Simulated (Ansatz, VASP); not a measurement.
Sc: VASP beside Ansatz

The input INCAR:

```
ALGO = Fast
EDIFF = 1E-6
ENCUT = 520
GGA = PE
ISIF = 2
ISMEAR = 0
LASPH = True
LCHARG = False
LREAL = False
LWAVE = False
NBANDS = 12
NELM = 100
PREC = Accurate
SIGMA = 0.15
```

Contents of KPOINTS:

```
k-points
0
Gamma
  20 20 20
```

File POSCAR:

```
Sc
1.0
    0.0000000000      2.5486783803      1.8019156149
    2.5486783803      0.0000000000      1.8019156149
    2.5486783803      2.5486783803      0.0000000000
Sc
1
Direct
    0.0000000000      0.0000000000      0.0000000000
```

Input for Ansatz:

```yaml
crystal:
  lattice:
    - [0.0, 2.5486783803, 1.8019156149]
    - [2.5486783803, 0.0, 1.8019156149]
    - [2.5486783803, 2.5486783803, 0.0]
  atoms:
    - { symbol: Sc, position: [0.0, 0.0, 0.0] }
basis:
  ecutwfc: 420
kpoints:
  mp_grid: { grid: [20, 20, 20] }
hamiltonian:
  xc: pbe
scf:
  occupations: { method: gaussian, width: 0.15 }
output:
  forces: true
  stress: true
  eigenvalues: true
```

Alike in both runs: task single point; functional PBE; k mesh 20 × 20 × 20; occupations gaussian, width 0.15 eV; no spin polarisation.

|  | VASP | Ansatz |
| --- | --- | --- |
| version | VASP 6.6.1 | Ansatz 0.2.0 |
| potentials or method | VASP PAW PBE potentials, release 64 (Sc_sv) | scalar-relativistic, plane waves, PAW |
| plane-wave cutoff (eV) | 520 | 420 |
| valence electrons in the cell | 11 | 11 |

|  | VASP | Ansatz | Ansatz less VASP |
| --- | --- | --- | --- |
| gap on the k mesh at the Fermi level (eV) | none | none | - |
| pressure (GPa) | 3.6 | 3.6 | -0.05 |

A gap of «none» marks a metal or a gap that the smearing closes.
